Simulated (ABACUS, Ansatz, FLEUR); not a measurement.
**CsPbCl3: energy against volume and a worked fit**

```
CELL_PARAMETERS angstrom
5.60500 0.00000 0.00000
0.00000 5.60500 0.00000
0.00000 0.00000 5.60500
ATOMIC_POSITIONS crystal
Pb 0.50000 0.50000 0.50000
Cs 0.00000 0.00000 0.00000
Cl 0.50000 0.00000 0.50000
Cl 0.00000 0.50000 0.50000
Cl 0.50000 0.50000 0.00000
```

The cell was scaled at fixed shape and fractions and run with Ansatz, Ansatz PAW, cutoff 420 eV; PBEsol, k mesh 5 × 5 × 5 on the cell of 5 atoms, fermi-dirac occupations of 0.05 eV, no spin polarisation, no spin-orbit coupling. The potentials were made for PBE. Energies are those that the program minimises, any entropy of the smearing included.

```tsv
V (Å³/atom)	energy over the lowest row (meV/atom)
33.1043	13.247
33.8087	6.107
34.5130	?
35.2174	0.000
35.9217	0.457
36.6261	2.927
37.3304	7.193
```

Problem. Fit the third-order Birch-Murnaghan form, give V0, B0 and B′, and predict the energy left open.

Solution. With y = (V0/V)^(2/3), E = E0 + (9 V0 B0/16) [(y - 1)³ B′ + (y - 1)² (6 - 4y)]. Least squares through the rows shown give V0 = 35.4164 Å³/atom, E0 = -0.088 meV, B0 = 24.92 GPa (1 eV/Å³ = 160.218 GPa) and B′ = 4.67, with a largest miss of 0.002 meV. At V = 34.5130 the form with these constants gives 1.794 meV; the run gave 1.793 meV an atom. Other set-ups at this level, from all their volumes (Å³/atom, GPa): ABACUS, PseudoDojo NC SR 0.4.1 PBEsol standard, plane waves: V0 35.454, B0 24.93; Ansatz, PseudoDojo PBEsol: V0 35.366, B0 24.96; Ansatz, PseudoDojo PBEsol stringent: V0 35.379, B0 24.95; FLEUR, all-electron, FLAPW: V0 35.435, B0 24.89.
